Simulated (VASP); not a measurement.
# Co (P-3m1) in VASP: a series of runs, part 2 of 2

VASP 6.6.1.

## (4) Single point, LDA, collinear spin, ferromagnetic start

The input, INCAR:

```
SYSTEM = Co
ADDGRID = .FALSE.
ALGO = Normal
EDIFF = 1E-6
ENCUT = 400
GGA = CA
ISIF = 2
ISMEAR = -1
ISPIN = 2
LASPH = .TRUE.
LCHARG = .FALSE.
LMAXMIX = 4
LORBIT = 11
LREAL = .FALSE.
LWAVE = .FALSE.
MAGMOM = 2 2
NBANDS = 20
NELM = 100
PREC = Accurate
SIGMA = 0.1
```

The input, KPOINTS:

```
k-points
0
G
  3 3 2
  0 0 0
```

The input, POSCAR:

```
Co
1.0
    2.4873648738      0.0000000000      0.0000000000
   -1.2436824369      2.1541211692      0.0000000000
    0.0000000000      0.0000000000      4.0632895034
Co
2
Direct
    0.3333333333      0.6666666667      0.7401390000
    0.6666666667      0.3333333333      0.2598610000
```

Potentials or basis: VASP PAW LDA potentials, release 64 (Co).

Command:

```bash
cat potpaw_LDA.64/Co/POTCAR > POTCAR
mpirun -np 1 vasp_std > vasp.out
```

OUTCAR:

```text
SYSTEM = Co
   EDIFF = 1E-6
   ENCUT = 400
   GGA = CA
   ISIF = 2
   ISMEAR = -1
   ISPIN = 2
   LASPH = .TRUE.
   LORBIT = 11
   LREAL = .FALSE.
   NELM = 100
   PREC = Accurate

 Found      6 irreducible k-points:

 Following reciprocal coordinates:
            Coordinates               Weight
  0.000000  0.000000  0.000000      1.000000
  0.333333  0.000000  0.000000      6.000000
  0.333333  0.333333  0.000000      2.000000
  0.000000  0.000000  0.500000      1.000000
  0.333333  0.000000  0.500000      6.000000
  0.333333  0.333333  0.500000      2.000000
   k-points           NKPTS =      6   k-points in BZ     NKDIM =      6   number of bands    NBANDS=     20
   number of dos      NEDOS =    301   number of ions     NIONS =      2
   total plane-waves  NPLWV =   7168
   dimension x,y,z NGX =    16 NGY =   16 NGZ =   28
   dimension x,y,z NGXF=    32 NGYF=   32 NGZF=   56
   ions per type =               2
   NGX,Y,Z   is equivalent  to a cutoff of  10.69, 10.69, 11.46 a.u.
   NGXF,Y,Z  is equivalent  to a cutoff of  21.39, 21.39, 22.91 a.u.
 SYSTEM =  Co
   PREC   = accura    normal or accurate (medium, high low for compatibility)
   ISTART =      0    job   : 0-new  1-cont  2-samecut
   ICHARG =      2    charge: 1-file 2-atom 10-const
   ISPIN  =      2    spin polarized calculation?
   LNONCOLLINEAR =      F non collinear calculations
   LSORBIT =      F    spin-orbit coupling
   LASPH  =      T    aspherical Exc in radial PAW
   ENCUT  =  400.0 eV  29.40 Ry    5.42 a.u.   4.06  4.06  6.63*2*pi/ulx,y,z
   NELM   =    100;   NELMIN=  2; NELMDL= -5     # of ELM steps
   EDIFF  = 0.1E-05   stopping-criterion for ELM
   LREAL  =      F    real-space projection
   EDIFFG = 0.1E-04   stopping-criterion for IOM
   NSW    =      0    number of steps for IOM
   IBRION =     -1    ionic relax: 0-MD 1-quasi-New 2-CG
   NFREE  =      0    steps in history (QN), initial steepest desc. (CG)
   ISIF   =      2    stress and relaxation
   ISYM   =      2    0-nonsym 1-usesym 2-fastsym
   POTIM  = 0.5000    time-step for ionic-motion
   TEBEG  =    0.0;   TEEND  =   0.0 temperature during run
   PSTRESS=    0.0 pullay stress
   NELECT =      18.0000    total number of electrons
   NUPDOWN=      -1.0000    fix difference up-down
   EMIN   =  10.00;   EMAX   =-10.00  energy-range for DOS
   EFERMI =   0.00;   METHOD = LEGACY
   ISMEAR =    -1;   SIGMA  =   0.10  broadening in eV -4-tet -1-fermi 0-gaus
   EFERMI_NEDOS =   21; number of points for ismear=-14 and -15
   IALGO  =     38    algorithm
   IMIX   =      4    mixing-type and parameters
     AMIX     =   0.40;   BMIX     =  1.00
[... 31 lines left out ...]
 cond. band min:       9.7811488618   @ k =   0.3333   0.0000   0.5000
 fundamental gap:      0.0347282693
 Fermi energy:         9.7609772951

 spin component 1

 k-point     1 :       0.0000    0.0000    0.0000
  band No.  band energies     occupation
      1       0.9518      1.00000
      2       4.7259      1.00000
      3       7.2409      1.00000
      4       7.2598      1.00000
      5       7.2598      1.00000
      6       7.5510      1.00000
[... 114 lines left out ...]
      6       6.9247      1.00000
[... 12 lines left out ...]
     19      32.9796      0.00000
     20      33.3887      0.00000
 Fermi energy:         9.7609772951

 spin component 2

 k-point     1 :       0.0000    0.0000    0.0000
  band No.  band energies     occupation
      1       1.1743      1.00000
      2       5.6852      1.00000
      3       8.6964      0.99998
      4       8.8393      0.99990
      5       8.8393      0.99990
      6       9.1523      0.99773
[... 127 lines left out ...]
     19      33.3092      0.00000
     20      33.7359      0.00000

------------------------ aborting loop because EDIFF is reached ----------------------------------------

  FORCE on cell =-STRESS in cart. coord.  units (eV):
  Direction    XX          YY          ZZ          XY          YZ          ZX
  --------------------------------------------------------------------------------------
  -------------------------------------------------------------------------------------
  Total       -1.2570152     -1.2570152     -3.4427055     -0.0000000     -0.0000000      0.0000000
  in kB      -92.5046805    -92.5046805   -253.3512596     -0.0000000     -0.0000000      0.0000000
  external PRESSURE =    -146.1202068 kB  Pullay stress =       0.0000000 kB

 VOLUME and BASIS-vectors are now :
 -----------------------------------------------------------------------------
  energy-cutoff  :      400.00
  volume of cell :       21.77
      direct lattice vectors                 reciprocal lattice vectors
     2.487364874  0.000000000  0.000000000     0.402031889  0.232113220  0.000000000
    -1.243682437  2.154121169  0.000000000     0.000000000  0.464226439  0.000000000
     0.000000000  0.000000000  4.063289503     0.000000000  0.000000000  0.246106018

 POSITION                                       TOTAL-FORCE (eV/Angst)
 -----------------------------------------------------------------------------------
     -0.00000      1.43608      3.00740         0.000000      0.000000      0.212176
      1.24368      0.71804      1.05589        -0.000000      0.000000     -0.212176
 -----------------------------------------------------------------------------------
    total drift:                               -0.000000      0.000000      0.000000

  FREE ENERGIE OF THE ION-ELECTRON SYSTEM (eV)
  ---------------------------------------------------
  free  energy   TOTEN  =       -15.8908298055 eV

  energy  without entropy=      -15.8032382305  energy(sigma->0) =      -15.84703402

 total charge

# of ion       s       p       d       tot
------------------------------------------
    1        0.494   0.545   7.233   8.272
    2        0.494   0.545   7.233   8.272
--------------------------------------------------
tot          0.987   1.091  14.465  16.544

 magnetization (x)

# of ion       s       p       d       tot
------------------------------------------
    1       -0.010  -0.026   1.692   1.656
    2       -0.010  -0.026   1.692   1.656
--------------------------------------------------
tot         -0.020  -0.053   3.385   3.312
```

stdout:

```text
POSCAR found type information on POSCAR Co
 POSCAR found :  1 types and       2 ions
 scaLAPACK will be used
 LDA part: xc-table for (Slater(with rela. corr.)+CA(PZ))
 , standard interpolation
 POSCAR, INCAR and KPOINTS ok, starting setup
 FFT: planning ... GRIDC
 FFT: planning ... GRID_SOFT
 FFT: planning ... GRID
 WAVECAR not read
 entering main loop
```

Wall time 5.9 s (1 thread of Intel Xeon Platinum 8488C (Sapphire Rapids), shared host); peak memory 0.12 GiB.

The run converged, but some of its settings lie outside the range that counts as converged, so its numbers aren't taken as properties of the crystal.

What came out:

```yaml
Free_energy: -15.8908 eV
Pressure: -14.6 GPa
Largest_force: 0.212 eV/Å
Band_gap_on_the_k_mesh: none (metal or under the smearing width)
Net_moment: 3.32 μB per cell
Site_moments: Co +1.66 μB
Valence_electrons_inside_the_program's_atomic_spheres: Co 8.27
```

Caveat: the k mesh is coarse (spacing up to 0.97 Å⁻¹), so the values aren't converged.

## (5) The reference run

An earlier run on the cell as given: functional PBE; potentials or basis VASP PAW PBE potentials, release 64 (Co); cutoff 520 eV; k mesh 12 × 12 × 7; occupations fermi-dirac, width 0.05 eV; collinear spin, ferromagnetic start; starting moments [2.0, 2.0] μB.

- Pressure: 0.0 GPa
- Largest force: 0.481 eV/Å
- Band gap on the k mesh: none (metal or under the smearing width)
- Net moment: 3.26 μB per cell
- Site moments: Co +1.65 μB
- Valence electrons inside the program's atomic spheres: Co 8.27
